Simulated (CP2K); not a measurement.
Zn under changes of volume

One of the cells (15.169 Å³/atom); the others are scaled copies at fixed shape and fractional positions:

```
Zn
1.0
     2.77861    0.00000    0.00000
     1.38931    2.40635    0.00000
     1.38931    0.80212    2.26873
Zn
1
Direct
  0.00000 0.00000 0.00000
```

This isn't the form of Zn at room conditions, which is hcp.

```yaml
Program: CP2K 2026.2
Functional: r2SCAN
Potentials_or_basis: POTENTIAL_UZH Zn GTH-SCAN-q12; TZVP-MOLOPT-SCAN-GTH basis
Density_cutoff: 9184 eV
k_mesh: 12 × 12 × 12
Occupations: fermi-dirac, width 0.05 eV
Spin: no spin polarisation
```

```tsv
volume (Å³/atom)	energy over the lowest point (meV/atom)	pressure (GPa)
14.259	0.00	-0.6
14.563	2.78	-2.2
14.866	?	?
15.169	16.34	-4.8
15.473	26.58	-5.9
15.776	38.79	-6.9
16.080	52.78	-7.8
```

What does the run at 14.866 Å³/atom give?

Energy over the lowest point 8.31 meV/atom; pressure -3.6 GPa.

Worked out: A Birch-Murnaghan fit of order 3 (a polynomial in V^(-2/3)) to the other rows has its minimum at 14.14 Å³/atom, just outside them, with B0 = V·E''(V) = 80 GPa and B' = 4.3. It gives 8.32 meV/atom at 14.866 Å³/atom, against the run's 8.31, and -dE/dV = -3.6 GPa, against -3.6.

Energies are extrapolated to zero smearing.

Caveats: the basis of atomic orbitals isn't converged, which shifts pressures, moduli and gaps.
